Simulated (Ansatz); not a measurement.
**BAs in Ansatz: the effect of functional**

Crystal: BAs.

```
CELL_PARAMETERS angstrom
0.00000 2.38850 2.38850
2.38850 0.00000 2.38850
2.38850 2.38850 0.00000
ATOMIC_POSITIONS crystal
As 0.75000 0.75000 0.75000
B 0.00000 0.00000 0.00000
```

Alike in all runs:

```yaml
Program: Ansatz 0.2.0
Task: single point
Potentials_or_basis: all-electron PAW datasets made for the crystal
k_mesh: 6 × 6 × 6
Occupations: fermi-dirac, width 0.05 eV
Spin: no spin polarisation
```

```csv
functional,cutoff,gap on the mesh (eV),pressure (GPa)
PBE,260 eV (chosen from the basis error),?,?
HSE06,380 eV (chosen from the basis error),1.94,-0.5
PBE0,380 eV (chosen from the basis error),2.61,-0.6
```

**Question.** What does the run with functional PBE give?

**Answer.** gap on the mesh 1.28 eV; pressure 2.8 GPa.

A k mesh can miss the band edges.

The runs don't all hold the same shells in valence.
